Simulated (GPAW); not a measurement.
ZnS: single point with PBE

**Measured values to compare with.**

“Electronic, vibrational, and thermodynamic properties of ZnS (zincblende and rocksalt structure)”, 2009, arxiv:0911.5022 quotes, for a bulk crystal of ZnS at 19 K: band gap 3.85 eV (direct).

Crystal: ZnS.

```
Zn S
1.0
     3.82121    0.00000    0.00000
     1.91060    3.30926    0.00000
     1.91060    1.10309    3.12000
Zn S
1 1
Cartesian
  5.7318 3.3093 2.3400
  0.0000 0.0000 0.0000
```

```
Program             : GPAW 26.7.0
Task                : single point
Functional          : PBE
Potentials or basis : GPAW PAW data sets (gpaw-data 1.2.1)
Cutoff              : 450 eV
Basis               : pw
k mesh              : 7 × 7 × 7
Occupations         : fermi-dirac, width 0.05 eV
Spin                : no spin polarisation
```

* Pressure: 1.2 GPa
* Band gap on the k mesh: 2.11 eV, direct

Levels at points of the mesh, in eV from the valence-band top:
```
           k point  band 7  band 8  band 9  band 10  band 11  band 12
(0.00, 0.00, 0.00)    0.00    0.00    0.00     2.11     6.37     6.37
```

Wall time 7.2 s on 1 thread of Arm Neoverse V1 (shared host), peak memory 0.13 GiB.

Against the measured gap of ZnS, 3.85 eV (direct; 19 K; quoted in “Electronic, vibrational, and thermodynamic properties of ZnS (zincblende and rocksalt structure)”, 2009, arxiv:0911.5022), the calculated 2.11 eV is off by -1.74 eV. The value is that of PBE, without temperature or zero-point motion. Semilocal functionals fall short of measured gaps as a rule.

Caveat: the cutoff is short for stress and forces, so pressures can be off by a GPa or more.
